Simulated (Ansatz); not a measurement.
# SnO2: the cost of one run

Program: Ansatz 0.2.0. Level of theory: DFT PBE+D3(BJ), scalar-relativistic, plane waves, PAW. These are calculated values, not measurements.

1 further run of the same task is left out (it didn't finish).

### Step 1. The starting structure

Symmetry: P6_3/mmc, No. 194, hexagonal system. Conventional cell: a = 3.212 Å, b = 3.212 Å, c = 10.343 Å, α = 90.00°, β = 90.00°, γ = 120.00°. Sn (site symmetry -3m) is surrounded by 6 O at 2.11 Å. O (site symmetry 3m) is surrounded by 3 Sn at 2.11 Å.

As a file:

```xyz
6
Lattice="3.2116 0.0000 0.0000 -1.6058 2.7813 0.0000 0.0000 0.0000 10.3428" Properties=species:S:1:pos:R:3 pbc="T T T"
Sn    0.0000    0.0000    5.1714
Sn    0.0000    0.0000    0.0000
O     1.6058    0.9271    4.1564
O     1.6058    0.9271    1.0150
O     0.0000    1.8542    6.1863
O     0.0000    1.8542    9.3278
```

It goes back to an entry of the Materials Project, which need not be the stable form.

This cell was relaxed beforehand with the same method: volume 15.40 Å³/atom, gap on the mesh 2.08 eV.

### Step 2. Zero of the scan

Input file input.yaml:

```yaml
crystal:
  lattice:
    - [3.2115702651, 0.0, 0.0]
    - [-1.6057851326, 2.7813014357, 0.0]
    - [0.0, 0.0, 10.3427560363]
  atoms:
    - { symbol: Sn, position: [0.0, 0.0, 0.5] }
    - { symbol: Sn, position: [0.0, 0.0, 0.0] }
    - { symbol: O, position: [0.6666666667, 0.3333333333, 0.4018666787] }
    - { symbol: O, position: [0.6666666667, 0.3333333333, 0.0981333213] }
    - { symbol: O, position: [0.3333333333, 0.6666666667, 0.5981333213] }
    - { symbol: O, position: [0.3333333333, 0.6666666667, 0.9018666787] }
basis:
  ecutwfc: 420
kpoints:
  mp_grid: { grid: [12, 12, 4] }
hamiltonian:
  xc: pbe
  dispersion: d3bj
scf:
  occupations: { method: gaussian, width: 0.05 }
output:
  forces: true
  stress: true
  eigenvalues: true
  write_density: true
  write_potential: true
  elf: true
  volumetric_format: npy
```

Started as:

```console
> ansatz run input.yaml --threads 1 --pin off --max-ram 2560MiB --backend cpu --events-out ev --progress --plain --runs-dir out
```

Q: Estimate wall time and peak memory on 1 thread of Arm Neoverse V1, shared host.

About 11 s, with a peak of 0.41 GiB.
